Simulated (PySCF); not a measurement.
From results back to the method.

C₄H₉NO.
Atom-mapped SMILES: `[CH2:1]1[CH2:2][O:3][CH2:4][CH2:5][NH:6]1` (hydrogens: H7, H8 on C1; H9, H10 on C2; H11, H12 on C4; H13, H14 on C5; H15 on N6)

The closed-shell ground state was solved 3 times with PySCF (density fitting, gas phase), always in the pcSseg-2 basis (342 functions), with these functionals: B97-2, KT3 and wB97X-D. The structure is a single PBE0-D3(BJ)/def2-TZVP conformer in the gas phase; no vibrational or solvent corrections.

```json
{"row": "P", "total energy (Eh)": "-287.8016", "HOMO (eV)": "-5.97", "LUMO (eV)": "0.64", "dipole (D)": "1.24"}
{"row": "Q", "total energy (Eh)": "-292.2669", "HOMO (eV)": "-4.99", "LUMO (eV)": "-0.25", "dipole (D)": "1.15"}
{"row": "R", "total energy (Eh)": "-287.8141", "HOMO (eV)": "-8.10", "LUMO (eV)": "2.28", "dipole (D)": "1.28"}
```

Task: Which functional belongs to which row?

Result: P = B97-2, Q = KT3, R = wB97X-D. By rising HOMO–LUMO gap: KT3 (GGA) 4.74 eV; B97-2 (global hybrid, 21 % exact exchange) 6.61 eV; wB97X-D (range-separated hybrid) 10.38 eV. Total energies of different functionals aren't bounds to one another; each is stationary for its own functional.

The pairwise dispersion term of wB97X-D wasn't added to the energies; at a given geometry it leaves orbitals and properties as they are.
